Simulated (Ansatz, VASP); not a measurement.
**Two plane-wave programs on PtS2**

```
Pt S
1.0
     3.54320    0.00000    0.00000
    -1.77160    3.06850    0.00000
     0.00000    0.00000    5.03880
Pt S
1 2
Direct
  0.00000 0.00000 0.00000
  0.33333 0.66667 0.25000
  0.66667 0.33333 0.75000
```

Alike in both runs: task single point; functional PBE; k mesh 12 × 12 × 8; occupations gaussian, width 0.05 eV; no spin polarisation.

```csv
,VASP,Ansatz
version,VASP 6.6.1,Ansatz 0.2.0
potentials or method,"VASP PAW PBE potentials, release 64 (Pt, S)","scalar-relativistic, plane waves, PAW"
plane-wave cutoff (eV),520,420
valence electrons in the cell,22,30
```

```tsv
	VASP	Ansatz	Ansatz less VASP
gap on the k mesh at the Fermi level (eV)	0.56	0.55	-0.005
least direct gap on the mesh (eV)	0.80	0.79	-0.009
pressure (GPa)	1.9	2.4	+0.45
largest component of the traceless stress (GPa)	1.75	1.88	+0.130
rms of the force components (eV/Å)	0.173	0.154	-0.0187
```

Atom by atom the forces differ by 0.019 eV/Å (rms over components). The two sets of potentials don't hold the same shells in valence.

Caveats: spin-orbit coupling is left out, which moves the levels of the heavy elements; the cell's inner coordinates are idealised or old, which leaves forces on the atoms. A k mesh can miss the band edges. PBE gaps usually lie below the measured ones, often by a third to a half.
